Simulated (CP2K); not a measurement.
The system is BN.

```xyz
2
Lattice="2.5640 0.0000 0.0000 1.2820 2.2205 0.0000 1.2820 0.7402 2.0935" Properties=species:S:1:pos:R:3 pbc="T T T"
N     1.2820    0.7402    0.5234
B     0.0000    0.0000    0.0000
```

The cell is a database's computed one.

Base run:

- Program: CP2K 2026.2
- Functional: PBE
- Potentials or basis: POTENTIAL_UZH N GTH-SCAN-q5, B GTH-SCAN-q3; DZVP-MOLOPT-SR-GTH basis
- Density cutoff: 6123 eV
- k mesh: 13 × 13 × 13
- Occupations: fermi-dirac, width 0.05 eV
- Spin: no spin polarisation

Its results: band gap on the k mesh 4.70 eV, indirect (least direct gap 8.75 eV); pressure -2.8 GPa.

Problem. After a change of settings the same cell gave: band gap on the k mesh 4.76 eV, indirect (least direct gap 8.72 eV); pressure -9.6 GPa. Which change was it?
A. potentials or basis from POTENTIAL_UZH N GTH-SCAN-q5, B GTH-SCAN-q3; DZVP-MOLOPT-SR-GTH basis to POTENTIAL_UZH N GTH-PBE0-q5, B GTH-PBE0-q3; DZVP-MOLOPT-SR-GTH basis; potentials from N GTH-SCAN-q5 of POTENTIAL_UZH, B GTH-SCAN-q3 of POTENTIAL_UZH to N GTH-PBE0-q5 of POTENTIAL_UZH, B GTH-PBE0-q3 of POTENTIAL_UZH
B. potentials or basis from POTENTIAL_UZH N GTH-SCAN-q5, B GTH-SCAN-q3; DZVP-MOLOPT-SR-GTH basis to GTH_POTENTIALS N GTH-PADE-q5, B GTH-PADE-q3; DZVP-MOLOPT-SR-GTH basis; potentials from N GTH-SCAN-q5 of POTENTIAL_UZH, B GTH-SCAN-q3 of POTENTIAL_UZH to N GTH-PADE-q5 of GTH_POTENTIALS, B GTH-PADE-q3 of GTH_POTENTIALS
C. potentials or basis from POTENTIAL_UZH N GTH-SCAN-q5, B GTH-SCAN-q3; DZVP-MOLOPT-SR-GTH basis to GTH_POTENTIALS N GTH-PBE-q5, B GTH-PBE-q3; DZVP-MOLOPT-SR-GTH basis; potentials from N GTH-SCAN-q5 of POTENTIAL_UZH, B GTH-SCAN-q3 of POTENTIAL_UZH to N GTH-PBE-q5 of GTH_POTENTIALS, B GTH-PBE-q3 of GTH_POTENTIALS
D. potentials or basis from POTENTIAL_UZH N GTH-SCAN-q5, B GTH-SCAN-q3; DZVP-MOLOPT-SR-GTH basis to GTH_POTENTIALS N GTH-BLYP-q5, B GTH-BLYP-q3; DZVP-MOLOPT-SR-GTH basis; potentials from N GTH-SCAN-q5 of POTENTIAL_UZH, B GTH-SCAN-q3 of POTENTIAL_UZH to N GTH-BLYP-q5 of GTH_POTENTIALS, B GTH-BLYP-q3 of GTH_POTENTIALS

Solution. B.

Caveats: the potentials were made for another functional, which shifts forces and pressure; the basis of atomic orbitals isn't converged, which shifts pressures, moduli and gaps.

Not every run made on this cell is shown here.
